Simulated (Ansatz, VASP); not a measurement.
Two plane-wave programs on Sb

```
Sb
1.0
     5.45634    0.00000    0.00000
    -2.72817    4.72533    0.00000
     0.00000    0.00000    3.21419
Sb
3
Direct
  0.00000 0.00000 0.00000
  0.33333 0.66667 0.50000
  0.66667 0.33333 0.50000
```

Alike in both runs: functional PBE; k mesh 7 × 7 × 9; occupations fermi-dirac, width 0.1 eV; no spin polarisation.

Ansatz relaxed the structure, and its values are those at the end. VASP's run is a single point on that final structure, the one shown.

```csv
,VASP,Ansatz
version,VASP 6.6.1,Ansatz 0.2.0
potentials or method,"VASP PAW PBE potentials, release 64 (Sb)","PAW with Ansatz's default frozen-core files, scalar-relativistic"
plane-wave cutoff (eV),520,420
valence electrons in the cell,15,45
```

```csv
,VASP,Ansatz,Ansatz less VASP
pressure (GPa),-0.1,0.0,+0.12
```

The two sets of potentials don't hold the same shells in valence.

The runs have no spin-orbit coupling, so splittings on Sb are missing.
